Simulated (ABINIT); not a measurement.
The system is CdSe.

```
Cd Se
1.0
     0.00000    3.07027    3.07027
     3.07027    0.00000    3.07027
     3.07027    3.07027    0.00000
Cd Se
1 1
Direct
  0.00000 0.00000 0.00000
  0.25000 0.25000 0.25000
```

Measurements of this composition are mostly on another form, of space group No. 186.

Base run:

```yaml
Program: ABINIT 10.8.3 (patched build)
Functional: RPBE
Potentials_or_basis: JTH PAW PBE v2.0
Cutoff: 707 eV
k_mesh: 8 × 8 × 8
Occupations: fermi-dirac, width 0.05 eV
Spin: no spin polarisation
```

Its results: band gap on the k mesh 0.72 eV, direct; pressure 3.1 GPa.

Problem. After a change of settings the same cell gave: band gap on the k mesh 0.46 eV, direct; pressure 4.0 GPa. Which change was it?
A. functional from RPBE to BLYP
B. functional from RPBE to WC
C. functional from RPBE to SCAN
D. functional from RPBE to revPBE

Solution. A.

Caveats: the PAW data sets were made with another functional, which shifts forces and pressure a little.

Runs at the PBE level aren't shown here.
